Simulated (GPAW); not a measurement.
Wanted: an ASE script for a GPAW 26.7.0 run.

* Task: band structure
* Functional: OLYP
* Potentials or basis: PAW data sets generated in the run's folder for this functional
* Cutoff: 800 eV
* Basis: pw
* k mesh: 7 × 7 × 5
* Occupations: fermi-dirac, width 0.05 eV
* Spin: spin-orbit coupling, no magnetisation
* Eigensolver: davidson
* Maxiter: 150
* Band path: GMKGALHA,LM,KH
* Band points: 100
* spin axis theta (degrees): 0
* spin axis phi (degrees): 0
* Soc after scf: second variation

ZrB2:

```
CELL_PARAMETERS angstrom
3.17000 0.00000 0.00000
-1.58500 2.74530 0.00000
0.00000 0.00000 3.53300
ATOMIC_POSITIONS crystal
Zr 0.00000 0.00000 0.00000
B 0.66667 0.33333 0.50000
B 0.33333 0.66667 0.50000
```

The input as run:

run.py

```python
import numpy as np
from ase.dft.bandgap import bandgap
from ase.io import write
from ase.spacegroup import crystal
from ase.units import GPa
from gpaw import GPAW, PW, setup_paths
from gpaw.spinorbit import soc_eigenstates

setup_paths.insert(0, '.')

# Zr 1a
# B 2d
atoms = crystal(['Zr', 'B'],
                basis=[[0.0, 0.0, 0.0],
                       [0.6666666667, 0.3333333333, 0.5]],
                spacegroup=191, setting=1,  # P6/mmm
                cellpar=[3.17, 3.17, 3.533, 90.0, 90.0, 120.0],
                primitive_cell=True)

calc = GPAW(mode=PW(800),
            xc='GGA_X_OPTX+GGA_C_LYP',
            kpts={'size': (7, 7, 5), 'gamma': True},
            occupations={'name': 'fermi-dirac', 'width': 0.05},
            nbands=20,
            convergence={'density': 1e-05, 'energy': 1e-05},
            eigensolver='davidson',
            maxiter=150,
            txt='gpaw.txt')
atoms.calc = calc
energy = atoms.get_potential_energy()
forces = atoms.get_forces()
stress = atoms.get_stress()
calc.write('gs.gpw')
write('result.traj', atoms)
print(f'Energy: {energy:.6f} eV')
print('Forces (eV/A):')
print(forces.round(4))
print('Stress (GPa):', (stress / GPa).round(3))
print('Fermi level:', round(calc.get_fermi_level(), 4), 'eV')
print(f'Gap: {bandgap(calc)[0]:.4f} eV, direct: {bandgap(calc, direct=True)[0]:.4f} eV')

path = atoms.cell.bandpath('GMKGALHA,LM,KH', npoints=100, eps=1e-4)
bs_calc = calc.fixed_density(kpts=path, symmetry='off', nbands=31,
                             convergence={'bands': 'CBM+6.0', 'eigenstates': 1e-6}, txt='bands.txt')
bs = bs_calc.band_structure()
bs.write('bs.json')
print(f'Gap on the path: {bandgap(bs_calc)[0]:.4f} eV')

soc = soc_eigenstates(bs_calc, theta=0, phi=0)
np.savetxt('soc_bands.dat', soc.eigenvalues(), fmt='%.4f')
mesh = soc_eigenstates('gs.gpw', theta=0, phi=0)
np.savetxt('soc_mesh.dat', mesh.eigenvalues(), fmt='%.4f')
print('Fermi level with spin-orbit coupling:', round(mesh.fermi_level, 4), 'eV')
```

Potentials or basis: PAW data sets generated in the run's folder for this functional, pw.

Command:

```sh
$ gpaw-setup -f GGA_X_OPTX+GGA_C_LYP B Zr
$ OMP_NUM_THREADS=1 python run.py
```

Results of the run:

```yaml
Pressure: -2.2 GPa
Band_gap_along_the_path: none (metal or under the smearing width)
```

Caveat: spin-orbit coupling was added after a scalar SCF, so levels and gaps hold it while energy, forces, pressure and moments don't; this program's spin-orbit splittings come out too wide for heavy elements.

Run time: 73 s on 1 thread of Intel(R) Xeon(R) Platinum 8259CL CPU @ 2.50GHz (Skylake/Cascade Lake) (shared host), peak memory 0.33 GiB.
